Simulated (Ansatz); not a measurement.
# BaTiO3: the cost of one run

Computed with Ansatz 0.2.0 (DFT PBE, scalar-relativistic, unless a step's input says otherwise).

### 1 The structure to begin with

Symmetry: Pm-3m, No. 221, cubic system. The conventional cell has a = 4.007 Å, b = 4.007 Å, c = 4.007 Å, α = 90.00°, β = 90.00°, γ = 90.00°. Ba (site symmetry m-3m) has 12 O at 2.83 Å as nearest neighbours. Around Ti (site symmetry m-3m) lie 6 O at 2.00 Å. O (site symmetry 4/mmm) is surrounded by 2 Ti at 2.00 Å and 4 Ba at 2.83 Å.

As a file:

```xyz
5
Lattice="4.0073 0.0000 0.0000 0.0000 4.0073 0.0000 0.0000 0.0000 4.0073" Properties=species:S:1:pos:R:3 pbc="T T T"
Ba    2.0036    2.0036    2.0036
Ti    0.0000    0.0000    0.0000
O     2.0036    0.0000    0.0000
O     0.0000    2.0036    0.0000
O     0.0000    0.0000    2.0036
```

Structure: COD 1507757, as refined from experiment and not relaxed.

Atoms are numbered in the order of the input: Ba1, Ti2, O3, O4, O5.

### 2 All-electron LAPW

File input.yaml:

```yaml
crystal:
  lattice:
    - [4.0073, 0.0, 0.0]
    - [0.0, 4.0073, 0.0]
    - [0.0, 0.0, 4.0073]
  atoms:
    - { symbol: Ba, position: [0.5, 0.5, 0.5] }
    - { symbol: Ti, position: [0.0, 0.0, 0.0] }
    - { symbol: O, position: [0.5, 0.0, 0.0] }
    - { symbol: O, position: [0.0, 0.5, 0.0] }
    - { symbol: O, position: [0.0, 0.0, 0.5] }
kpoints:
  mp_grid: { grid: [8, 8, 8] }
  band_path:
    path:
      - [0.0, 0.0, 0.0]
      - [0.0, 0.5, 0.0]
      - [0.5, 0.5, 0.0]
      - [0.0, 0.0, 0.0]
      - [0.5, 0.5, 0.5]
      - [0.0, 0.5, 0.0]
      - [0.5, 0.5, 0.5]
      - [0.5, 0.5, 0.0]
    npoints: 14
scf:
  occupations: { method: fermi_dirac, width: 0.05 }
hamiltonian:
  xc: pbe
  pseudopotentials: { kind: all_electron, lapw: { basis_error: 0.001 } }
output:
  forces: true
  stress: true
  eigenvalues: true
  fatbands: true
  populations: true
  dos: { projected: true, de: 0.2, e_range: [-14, 8] }
```

The run is started by

```
> ansatz run input.yaml --threads 2 --pin off --max-ram 6144MiB --backend cpu --events-out ev --progress --plain --runs-dir out
```

What time and memory should one allow on 2 threads of Arm Neoverse V1, shared host?

About 77 s, with a peak of 0.61 GiB.
